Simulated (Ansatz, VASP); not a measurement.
# One calculation of TaN, two programs

```
Ta N
1.0
     3.08050    0.00000    0.00000
    -1.54025    2.66779    0.00000
     0.00000    0.00000    4.94000
Ta N
2 2
Direct
  0.33333 0.66667 0.00000
  0.66667 0.33333 0.50000
  0.33333 0.66667 0.38500
  0.66667 0.33333 0.88500
```

Change from the starting cell: equal xx and yy strain of +1 %.

Alike in both runs: task single point; functional LDA; k mesh 9 × 9 × 5; occupations fermi-dirac, width 0.03 eV; no spin polarisation.

|  | VASP | Ansatz |
| --- | --- | --- |
| version | VASP 6.6.1 | Ansatz 0.2.0 |
| potentials or method | VASP PAW LDA potentials, release 64 (Ta_pv, N), cutoff 520 eV | all-electron LAPW, scalar-relativistic |

```tsv
	VASP	Ansatz	Ansatz less VASP
pressure (GPa)	108.1	102.2	-5.92
largest component of the traceless stress (GPa)	12.29	11.71	-0.576
rms of the force components (eV/Å)	0.974	0.968	-0.0058
```

Atom by atom the forces differ by 0.006 eV/Å (rms over components). Ansatz ran all-electron here, so the differences hold the error of VASP's frozen core and of both bases.

Caveats: the cell as given lies far from equilibrium; so large a pressure means that the cell lies far from this level's equilibrium, or that cutoff or potentials fall short (VASP); forces of over 1 eV/Å show positions far from the minimum, so gaps and moduli don't describe the material at rest. The runs have no spin-orbit coupling, so splittings on Ta are missing.
